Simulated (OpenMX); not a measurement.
## BAs in OpenMX: the effect of volume scale

The system is BAs.

```
B As
1.0
     2.81196    0.00000    0.00000
     0.00000    2.81196    0.00000
     0.00000    0.00000    2.81196
B As
1 1
Direct
  0.50000 0.50000 0.50000
  0.00000 0.00000 0.00000
```

The cell was built by a generator and needn't be a form met in nature.

Alike in all runs:

| Property | Result |
| --- | --- |
| Program | OpenMX 3.8.5 |
| Task | band structure |
| Functional | PBE |
| Potentials or basis | OpenMX 2013 PBE set, B7.0-s2p2d1, As7.0-s3p2d2, grid cutoff 500 Ry |
| k mesh | 7 × 7 × 7 |
| Occupations | fermi-dirac, width 0.05 eV |
| Spin | no spin polarisation |

```tsv
volume scale	pressure (GPa)
0.88	19.6
0.92	12.0
0.96	?
1	1.0
1.04	-3.0
1.08	-6.7
```

Q: What does the run with volume scale 0.96 give?

A: Pressure 5.6 GPa.

Worked out: A parabola through the other rows of the pressure, of slope -142 GPa per unit of volume scale there, gives 6.2 GPa, against the run's 5.6.

Caveats: the basis of atomic orbitals isn't converged, which shifts pressures, moduli and gaps.
